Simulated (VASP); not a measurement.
Al18H2O, 21 atoms in the cell. The cell holds a slab with vacuum, 21 atoms: a = 5.728 Å, b = 8.591 Å, c = 15.677 Å, α = 90.00°, β = 90.00°, γ = 60.00°. The cell was built by a generator and needn't be a form met in nature.

| Item | Value |
| --- | --- |
| Program | VASP 6.6.1 |
| Task | single point |
| Functional | PBE |
| Potentials or basis | VASP PAW PBE potentials, release 64 (Al, O, H) |
| Cutoff | 520 eV |
| k mesh | 5 × 4 × 1 |
| Occupations | gaussian, width 0.15 eV |
| Spin | no spin polarisation |
| Dipole correction | no |
| Further INCAR settings | LREAL = Auto; ALGO = Fast; EDIFF = 1e-06; NBANDS = 47 |

Potentials or basis: VASP PAW PBE potentials, release 64 (Al, O, H).

Command:

```bash
$ cat potpaw_PBE.64/Al/POTCAR potpaw_PBE.64/O/POTCAR potpaw_PBE.64/H/POTCAR > POTCAR
$ mpirun -np 1 vasp_std > vasp.out
```

Hardware: 1 thread of Intel(R) Xeon(R) Platinum 8559C (Emerald Rapids), with other jobs on the host.

How long does it take, and how much memory?

Wall time 13 min on 1 thread of Intel(R) Xeon(R) Platinum 8559C (Emerald Rapids) (shared host), peak memory 0.84 GiB. Counts: scf iterations 21, k points 11.
